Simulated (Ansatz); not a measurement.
The calculation used Ansatz 0.2.0, DFT PBE, scalar-relativistic, plane waves, PAW. Settings: cutoff 420 eV, Γ-centred meshes spaced at most about 0.3 Å⁻¹, and about 0.25 Å⁻¹ or finer for metals (2π included), Gaussian smearing. No spin polarisation in the final relaxations.

Temperature and zero-point effects are left out. All come from trial cells, and lower structures may exist.

Question: Which of these relaxed structures of Ge is the lowest in energy?
A.

```
CELL_PARAMETERS angstrom
7.90050 0.00000 0.00000
-3.95025 6.84203 0.00000
0.00000 0.00000 5.51827
ATOMIC_POSITIONS crystal
Ge 0.29021 0.00000 0.00000
Ge 0.00000 0.29021 0.66667
Ge 0.70979 0.70979 0.33333
Ge 0.70979 0.00000 0.50000
Ge 0.00000 0.70979 0.16667
Ge 0.29021 0.29021 0.83333
Ge 0.40810 0.81619 0.75000
Ge 0.18381 0.59190 0.41667
Ge 0.40810 0.59190 0.08333
Ge 0.59190 0.18381 0.25000
Ge 0.81619 0.40810 0.91667
Ge 0.59190 0.40810 0.58333
```

B.

```
CELL_PARAMETERS angstrom
2.73435 0.00000 0.00000
0.00000 4.12147 0.00000
0.00000 0.00000 5.91941
ATOMIC_POSITIONS crystal
Ge 0.50000 0.50000 0.78056
Ge 0.50000 0.50000 0.21944
Ge 0.50000 0.00000 0.50000
```

Answer: A. It has space group P6_522 (No. 179); the next, B, with space group Pmmm (No. 47), lies 194 meV/atom higher. Counting all near atoms (those within 1.25 times the shortest such distance or 1.15 times the sum of covalent radii; a slash parts the counts of unlike sites), the lowest has Ge 4 and the next has Ge 5/6.

Cells relaxed within their symmetry can be saddle points. The part of the Crystallography Open Database at hand lists Ge in space groups No. 64, 96, 227; no cell shown has one of them. Some types were kept out of the candidates beforehand, so the set may lack a known form.
